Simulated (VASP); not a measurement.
A run of VASP 6.6.1:

Contents of INCAR:

```
  PREC = Accurate
  ENCUT = 600
  EDIFF = 1E-7
  ISMEAR = -1
  SIGMA = 0.05
  LREAL = False
  LASPH = True
  NELM = 100
  ALGO = Normal
  ISIF = 3
  LWAVE = False
  LCHARG = False
  GGA = PE
  LUSE_VDW = True
  IVDW_NL = 2
  BPARAM = 10.0
  CPARAM = 0.0093
  IBRION = 2
  NSW = 60
  EDIFFG = -0.005
```

Contents of KPOINTS:

```
regular mesh
0
Gamma
  10 10 3
```

File POSCAR:

```
SiC
1.0
    3.0756941497      0.0000000000      0.0000000000
   -1.5378470748      2.6636292679      0.0000000000
    0.0000000000      0.0000000000     10.0706464800
Si C
4 4
Direct
    0.0000000000      0.0000000000      0.1878943800
    0.0000000000      0.0000000000      0.6878943800
    0.3333333333      0.6666666667      0.4378419800
    0.6666666667      0.3333333333      0.9378419800
    0.0000000000      0.0000000000      0.0004600500
    0.0000000000      0.0000000000      0.5004600500
    0.3333333333      0.6666666667      0.2498025900
    0.6666666667      0.3333333333      0.7498025900
```

Potentials or basis: VASP PAW PBE potentials, release 64 (Si, C).

Run with:

```console
$ cat potpaw_PBE.64/Si/POTCAR potpaw_PBE.64/C/POTCAR > POTCAR
$ mpirun -np 1 vasp_std > vasp.out
```

Hardware: 1 thread of Intel(R) Xeon(R) Platinum 8488C (Sapphire Rapids), with other jobs on the host.

Task: Estimate the wall time of this run.

Result: Run time: 5.4 min on 1 thread of Intel(R) Xeon(R) Platinum 8488C (Sapphire Rapids), with other jobs on the host, peak memory 0.46 GiB. Counts: scf iterations 30, k points 28, ion steps 3.
